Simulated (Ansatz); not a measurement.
Au: zone-centre modes under pressure

Au, P6_3/mmc, a = 2.917 Å, c = 4.889 Å. This isn't the element's structure at ambient conditions. Ansatz: PBE, PAW, 420 eV, Γ-centred 16×16×10 mesh on 2 atoms, Fermi-Dirac smearing 0.15 eV; no spin polarisation. Cell and atoms are relaxed at each pressure with the symmetry kept; optical modes at Γ by linear response, in cm⁻¹, matched by rank (the highest 2 distinct ones).

| P (GPa) | V (Å³/atom) | ω1 | ω2 |
| --- | --- | --- | --- |
| 0 | 18.009 | 35.5 | 131.1 |
| 3 | 17.641 | 38.7 | 140.1 |
| 10 | 16.944 | ? | ? |

**Question.** Get each mode's Grüneisen parameter γ = −d ln ω/d ln V from the other rows and predict the missing frequencies.

**Answer.** ln(V/V0) = 0.0000, -0.0206, -0.0610; a line through ln(ω/ω0) of the 2 known rows gives ω1: γ = 4.190, predicted 45.8, computed 45.1; ω2: γ = 3.223, predicted 159.6, computed 158.0. The worst miss is 1.6 %: γ isn't constant over this range. In a metal these frequencies hang on the mesh and smearing.

Spin–orbit coupling is left out, which can shift energies with elements as heavy as these.